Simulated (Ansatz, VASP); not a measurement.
Moving spin-orbit coupling in PdIn

The cell as given:

The structure is cubic, space group Fm-3m (No. 225). The conventional cell has a = 5.492 Å, b = 5.492 Å, c = 5.492 Å, α = 90.00°, β = 90.00°, γ = 90.00°. In (site symmetry m-3m) is surrounded by 6 Pd at 2.75 Å. Around Pd (site symmetry m-3m) lie 6 In at 2.75 Å.

The cell comes from a database or a generator and needn't be the stable form of this composition.

Kept alike: task relaxation of cell and atoms; functional PBE; k mesh 6 × 6 × 6; occupations fermi-dirac, width 0.05 eV. Program: Ansatz, Ansatz PAW, cutoff 420 eV. The mesh is that of the run's cell of 2 atoms.

| spin-orbit coupling | volume (Å³/atom) |
| --- | --- |
| off | 20.742 |
| on | 20.708 |

Stopped at the starting cell, within the stress tolerance: on. The relaxations keep at least the cell's symmetry (Fm-3m). For a metal such a mesh leaves the last digits unconverged. Relaxations stop with a little pressure left, so the last digits of a volume or edge aren't settled.

Task: What does spin-orbit coupling change here?

Result: The volume runs from 20.708 (on) to 20.742 Å³/atom (off). A twin series (VASP, PBE PAW files In_d, Pd, 600 eV) moves it by +0.0012 between off and on, against -0.0344 Å³/atom here.
